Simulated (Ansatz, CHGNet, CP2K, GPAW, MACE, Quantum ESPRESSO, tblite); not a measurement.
# P6_3/mmc (COD entry) MoS2, displaced supercell (54 atoms) in tblite

Wanted: tblite inputs and outputs for P6_3/mmc (COD entry) MoS2, displaced supercell (54 atoms), checked against a plane-wave reference.

Method: the method is named at each step, in tblite 0.8.0.

The database entry behind the starting cell differs from later determinations by our own check (about 0.3 % long), so it need not match the best structure at ambient conditions.

## (1) The structure

The cell holds 54 atoms: 18 Mo and 36 S. Cell: a = 9.507 Å, b = 9.507 Å, c = 12.324 Å, α = 90.0°, β = 90.0°, γ = 120.0°. It derives from MoS2 (P6_3/mmc (measured, COD)), repeated 3×3×1. P6_3/mmc (COD entry) MoS2 (cell 3.169, 3.169, 12.32, 90, 90, 120), 3 x 3 x 1 conventional cells; every coordinate displaced by a Gaussian of 0.05 Å. Then every atom was moved at random, 0.02 Å r.m.s. a Cartesian component.

The yardstick, on the same geometry:

- method: Kohn-Sham DFT, PBE, PAW, plane waves (Ansatz 0.2.0); cutoff 420 eV, Γ point, fermi-dirac smearing of 0.05 eV; PAW set soft_2
- r.m.s. force component: 1.188 eV/Å
- longest force: 4.817 eV/Å
- pressure: 4.597 GPa
- gap (highest filled to lowest empty level): 0.8354 eV
- SCF cycles: 12
- time: 11 s on 4 threads of Arm Neoverse V1, shared host
- CPU time: 42 s

## (2) GFN1-xTB

Method: GFN1-xTB tight binding, diagonalisation.

Input file run.py:

```python
import numpy as np
from ase.io import read
from tblite.ase import TBLite

atoms = read("structure.xyz")
atoms.calc = TBLite(method="GFN1-xTB", electronic_temperature=580, accuracy=1.0, max_iterations=250, mixer_damping=0.1, verbosity=1)
energy = atoms.get_potential_energy()
forces = atoms.get_forces()
print(f"energy {energy:.6f} eV")
print("forces (eV/A)")
for i, (a, f) in enumerate(zip(atoms, forces)):
    print(f"{i:4d} {a.symbol:2s} {f[0]:10.5f} {f[1]:10.5f} {f[2]:10.5f}")
stress = -atoms.get_stress(voigt=False) * 160.21766
print("stress (GPa, compression positive)")
for row in stress:
    print(" ".join(f"{x:10.4f}" for x in row))
print("charges (e)")
print(np.array2string(atoms.get_charges(), precision=4, suppress_small=True, max_line_width=110, threshold=100000))
```

Input file structure.xyz:

```xyz
54
Lattice="9.50700 0.00000 0.00000 -4.75350 8.23330 0.00000 0.00000 0.00000 12.32400" Properties=species:S:1:pos:R:3 pbc="T T T"
Mo 0.03418 1.85653 3.03429
Mo 1.55254 0.87940 9.11052
S 0.05590 1.74250 7.71396
S 1.53105 0.87890 1.51326
S 1.60564 1.01187 4.54386
S -0.00395 1.86361 10.79545
Mo -1.53766 4.59221 3.09111
Mo 0.02339 3.64620 9.21133
S -1.53229 4.63741 7.63891
S 0.02657 3.70210 1.47605
S 0.07729 3.76575 4.63752
S -1.56984 4.64103 10.80741
Mo -3.08640 7.37531 2.96799
Mo -1.62703 6.29024 9.25717
S -3.24374 7.33842 7.60982
S -1.63577 6.37965 1.56724
S -1.58681 6.45622 4.64800
S -3.08545 7.34962 10.78067
Mo 3.16664 1.82195 3.03836
Mo 4.75911 0.90352 9.32076
S 3.23756 1.78753 7.63607
S 4.69508 0.84449 1.56145
S 4.82870 0.83848 4.62754
S 3.17886 1.83487 10.75183
Mo 1.60649 4.52469 3.20202
Mo 3.17762 3.65954 9.26777
S 1.67152 4.57953 7.72604
S 3.14553 3.67872 1.56490
S 3.12153 3.65559 4.67363
S 1.60526 4.61411 10.77894
Mo 0.08975 7.35382 3.13005
Mo 1.64927 6.35989 9.23314
S -0.01935 7.32838 7.67415
S 1.53220 6.37661 1.45744
S 1.49887 6.41308 4.58983
S 0.06061 7.27997 10.81579
Mo 6.33485 1.77107 3.11354
Mo 7.96439 0.91225 9.23326
S 6.36056 1.82829 7.58000
S 7.98303 0.96494 1.50538
S 7.88991 0.99549 4.47053
S 6.28869 1.81643 10.79348
Mo 4.80227 4.60768 3.19155
Mo 6.37682 3.56617 9.22316
S 4.79566 4.53103 7.73960
S 6.31983 3.62487 1.49182
S 6.27001 3.67625 4.63912
S 4.77964 4.49011 10.81382
Mo 3.12001 7.30343 3.09221
Mo 4.81054 6.43087 9.26691
S 3.20933 7.33809 7.66158
S 4.73696 6.36829 1.57377
S 4.83811 6.41160 4.65231
S 3.13812 7.28211 10.77586
```

Started as:

```console
$ OMP_NUM_THREADS=1 python run.py > output.txt
```

What it wrote:

```text
------------------------------------------------------------
  cycle        total energy    energy error   density error
------------------------------------------------------------
      1     -167.0157875725  -1.6706046E+02   8.5740340E-01
      2     -171.4452744610  -4.4294869E+00   6.0751628E-01
      3     -172.8488089499  -1.4035345E+00   4.5718178E-01
      4     -167.1887109439   5.6600980E+00   6.9421437E-01
      5     -172.9449687194  -5.7562578E+00   8.1048788E-02
      6     -172.9537940761  -8.8253568E-03   7.3680968E-02
      7     -172.9715641816  -1.7770105E-02   5.8519490E-02
      8     -172.9927414480  -2.1177266E-02   2.9081951E-02
      9     -172.9964656485  -3.7242005E-03   6.5400252E-03
     10     -172.9965298139  -6.4165396E-05   2.8634289E-03
     11     -172.9966172017  -8.7387730E-05   1.1317721E-03
     12     -172.9966178779  -6.7627923E-07   1.0834547E-03
     13     -172.9966252521  -7.3741253E-06   5.6729272E-04
     14     -172.9966273570  -2.1049198E-06   1.0228940E-04
     15     -172.9966273990  -4.1989836E-08   3.1583693E-05
     16     -172.9966274036  -4.6515254E-09   8.9392534E-06
------------------------------------------------------------
 total:                                   3.770 sec
energy -4707.478009 eV
forces (eV/A)
   0 Mo   -0.46767    1.20283    0.00708
   1 Mo    2.15747    0.14220    3.15773
   2 S    -1.34874    1.37458   -2.54109
   3 S     0.68026    1.05521   -2.05797
   4 S    -0.24649   -1.04919    1.57057
   5 S     0.43204   -0.40810    0.43271
   6 Mo   -1.14510   -0.68840   -0.04730
   7 Mo   -0.05566    0.54832    0.35516
   8 S    -0.40851   -1.26363   -0.71831
   9 S     0.20267    0.04367    0.07460
  10 S    -1.62743   -1.60395    1.95406
  11 S     0.01658   -1.82900    1.10067
  12 Mo   -2.24891   -0.82860    3.38753
  13 Mo    0.75201    3.12029   -1.29259
  14 S     0.76765   -0.92913   -0.56694
  15 S     1.94023    0.05181   -1.86854
  16 S     0.23388   -0.06906    0.22230
  17 S    -0.45682    0.08984    0.74449
  18 Mo    0.53103    0.25796    0.48819
  19 Mo    0.43205   -0.28620   -2.51433
  20 S    -0.14551    0.31565    0.00126
  21 S     0.74164    0.67844   -1.35022
  22 S    -0.85705    1.20004    1.74722
  23 S    -0.85001   -0.40170    1.04746
[...]
46 S     1.64303   -0.71733    1.50279
  47 S     0.23016    0.58700    0.40169
  48 Mo    0.94251    0.06909   -1.06848
  49 Mo   -0.70899   -0.84855   -0.14387
  50 S     0.00874   -0.38862   -0.28702
  51 S     0.09033    0.23762   -0.73287
  52 S    -0.06534    1.08393    0.59091
  53 S     0.71489    0.40995    1.06142
stress (GPa, compression positive)
   10.9485    -0.7725     0.3094
   -0.7725    11.0411    -1.4786
    0.3094    -1.4786     6.0110
charges (e)
[ 0.4575  0.4658 -0.2233 -0.2186 -0.2402 -0.2277  0.4136  0.4022 -0.2238 -0.2173 -0.2279 -0.2143  0.4937
  0.458  -0.2125 -0.227  -0.2275 -0.2308  0.4159  0.4694 -0.2241 -0.2417 -0.2241 -0.2312  0.4789  0.48
 -0.2347 -0.2361 -0.2249 -0.2169  0.4872  0.4813 -0.2346 -0.2265 -0.2292 -0.2212  0.4816  0.4201 -0.2175
 -0.2237 -0.2425 -0.2209  0.4846  0.4355 -0.2308 -0.2267 -0.2296 -0.2254  0.4104  0.4288 -0.2248 -0.2299
 -0.2304 -0.2262]
```

It took 4.4 s on 1 thread of Arm Neoverse V1, shared host; peak memory 0.12 GiB.

Banners, paths, timers and routine set-up lines are dropped from the logs unmarked, and long logs keep their key lines alone; longer cuts are marked.

Compared with the plane-wave run:

| Property | Result |
| --- | --- |
| r.m.s. force component | 1.216 eV/Å |
| r.m.s. difference of force components | 387.5 meV/Å |
| longest difference of force vectors | 989 meV/Å |
| force difference over r.m.s. force | 32.63 % |
| slope of forces against the reference's | 0.9707 |
| correlation of force components | 0.9483 |
| pressure | 9.334 GPa |
| pressure difference | 4.737 GPa |

Length of the force difference by element (eV/Å):

```
element  atoms  mean  most
     Mo     18  0.27  0.53
      S     36  0.79  0.99
```

A closer look about Mo8, whose charge lies farthest from its element's mean: 13 atoms, nearest first, numbered in the order of the input, with positions taken from that point.

```
atom      x      y      z  distance (Å)  bonds  Mulliken charge (e)     Fx     Fy  Fz (eV/Å)
 Mo8   0.00   0.00   0.00          0.00      6                 0.40  -0.06   0.55       0.36
  S6  -0.03  -1.78   1.58          2.38      3                -0.23   0.43  -0.41       0.43
 S27   1.65   0.93  -1.49          2.41      3                -0.23  -0.42  -0.26      -1.51
  S3   0.03  -1.90  -1.50          2.42      3                -0.22  -1.35   1.37      -2.54
  S9  -1.56   0.99  -1.57          2.42      3                -0.22  -0.41  -1.26      -0.72
 S30   1.58   0.97   1.57          2.43      3                -0.22  -0.13  -0.68       1.10
 S12  -1.59   0.99   1.60          2.46      3                -0.21   0.02  -1.83       1.10
Mo14  -1.65   2.64   0.05          3.12      6                 0.46   0.75   3.12      -1.29
Mo38  -1.57  -2.73   0.02          3.15      6                 0.42  -1.37  -0.05       0.15
Mo44  -3.15  -0.08   0.01          3.15      6                 0.44   0.59   1.30      -0.09
Mo26   3.15   0.01   0.06          3.15      6                 0.48   0.34  -0.52      -0.57
 Mo2   1.53  -2.77  -0.10          3.16      6                 0.47   2.16   0.14       3.16
Mo32   1.63   2.71   0.02          3.16      6                 0.48  -0.83   1.22      -0.82
```

Atoms are counted from 1 here, from 0 in the log.

Forces lie 33 % from the reference's, at 0.10 times its CPU time (on 1 against 4 cores).

The difference per atom is largest on S (0.79 eV/Å on average, against 0.27 on Mo).

## (3) Results

```yaml
force_difference_from_the_reference: tblite GFN1-xTB, 33 %
its_cpu_time: 4.4 s
```

**Reading.** Tight binding differs by 33 % (tblite GFN1-xTB); it is another model, with fitted parameters of its own, and the xTB methods hold dispersion. One electronic-structure run takes under half the reference's CPU time: tblite GFN1-xTB, at 33 % in 4.4 s against 42 s; its pressure misses by +4.7 GPa. Periodic xTB results under one method name differ between programs and library versions. The reference's pressure of 4.6 GPa belongs to a cell and atoms that aren't relaxed at this level. The runs have no spin polarisation, so moments on Mo can't form, and no Hubbard term. The electronic-structure runs sample only Γ, in a cell whose shortest periodic width is 8 Å.

[Also dropped from logs without a mark: logging warnings of Python, and SIESTA's first energy breakdown and zero terms.]

[Logs are printed without paths, hosts, clocks, repeated set-up lines and the standing remarks that a program may print on its own settings, such as how far it seeks lower states.]

[Hosts, paths, dates, database ids (printed as entryN), source tags and the programs' standing remarks are cut or masked in the printed files.]
